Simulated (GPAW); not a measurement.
Runs of GPAW 26.7.0 on MgS (Niningerite). It takes space group Fm-3m (No. 225, cubic). The conventional cell has a = 5.203 Å, b = 5.203 Å, c = 5.203 Å, α = 90.00°, β = 90.00°, γ = 90.00°. S (site symmetry m-3m) has 6 Mg at 2.60 Å as nearest neighbours. Mg (site symmetry m-3m) is surrounded by 6 S at 2.60 Å. 

```tsv
task	level	potentials or basis	k mesh	cutoff (eV)	smearing	maxiter	band path	band points	convergence	eigensolver	mesh quality	gap on the mesh (eV)	pressure (GPa)
band structure	SCAN	GPAW PAW data sets (gpaw-data 1.2.1), pw	7 × 7 × 7	800	fermi-dirac 0.05 eV	150	GXWKGLUWLK,UX	60	-	-	not flagged	3.69	(b)
single point	PBE	GPAW PAW data sets (gpaw-data 1.2.1), pw	7 × 7 × 7	600	fermi-dirac 0.05 eV	120	-	-	default	-	not flagged	3.01	(a)
band structure	TPSS	GPAW PAW data sets (gpaw-data 1.2.1), pw	7 × 7 × 7	800	fermi-dirac 0.05 eV	150	GXWKGLUWLK,UX	80	-	davidson	not flagged	3.32	0.8
band structure	PBE	PAW data sets generated in the run's folder for this functional, pw	7 × 7 × 7	800	fermi-dirac 0.05 eV	150	GXWKGLUWLK,UX	60	-	-	not flagged	3.01	1.1
dielectric tensor	PBE	GPAW PAW data sets (gpaw-data 1.2.1), pw	7 × 7 × 7	600	fermi-dirac 0.001 eV	150	-	-	-	-	not flagged	3.01	-
single point	HSE06	GPAW PAW data sets (gpaw-data 1.2.1), pw	3 × 3 × 3	600	fermi-dirac 0.05 eV	60	-	-	-	-	coarse	4.91	-
single point	PBE0	GPAW PAW data sets (gpaw-data 1.2.1), pw	6 × 6 × 6	600	fermi-dirac 0.05 eV	60	-	-	-	-	not flagged	4.53	-
```

Alike in all rows: no spin polarisation; cell as given.

Q: Fill in the values left out.

A: (a) 1.0; (b) -0.2.

Caveats: some runs use coarse meshes; the PAW data sets were made with another functional, which shifts forces and pressure a little (some runs); the mesh misses the band edges, which the band path finds closer together (some runs); an odd mesh through Γ misses points on the zone boundary, where band edges often lie (some runs); the cutoff is short for stress and forces, so pressures can be off by a GPa or more (some runs); the long-wavelength limit can be off by a per cent or two (some runs); exact exchange converges slowly with the k mesh, and this mesh is small (some runs).
